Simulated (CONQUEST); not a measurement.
TiAl:

```
Ti Al
1.0
     3.17906    0.00000    0.00000
     0.00000    3.17906    0.00000
     0.00000    0.00000    3.17906
Ti Al
1 1
Direct
  0.00000 0.00000 0.00000
  0.50000 0.50000 0.50000
```

The cell comes from a database or a generator and needn't be the stable form of this composition.

- Program: CONQUEST 1.3
- Task: single point
- Functional: PBE
- Potentials or basis: PseudoDojo NC PBE, DZP, grid cutoff 150 Ha
- k mesh: 8 × 8 × 8
- Occupations: fermi-dirac, width 0.05 eV
- Spin: no spin polarisation

On this cell: pressure 3.0 GPa; largest force zero by symmetry; band gap on the k mesh none (metal or under the smearing width).

The same run follows on a disturbed copy (atoms moved at random, drawn with an rms of 0.05 Å):

```
Ti Al
1.0
     3.17906    0.00000    0.00000
     0.00000    3.17906    0.00000
     0.00000    0.00000    3.17906
Ti Al
1 1
Direct
  0.00170 0.00758 0.00114
  0.50062 0.50647 0.49069
```

What changes?

The energy (extrapolated to zero smearing) moves by +1.8 meV/atom; pressure 2.9 GPa; largest force 0.214 eV/Å; band gap on the k mesh none (metal or under the smearing width).

Forces on the atoms (eV/Å):
```
Ti  -0.020 -0.017 -0.211
Al   0.022  0.022  0.211
```

Caveats: the basis of atomic orbitals isn't converged, which shifts pressures, moduli and gaps.
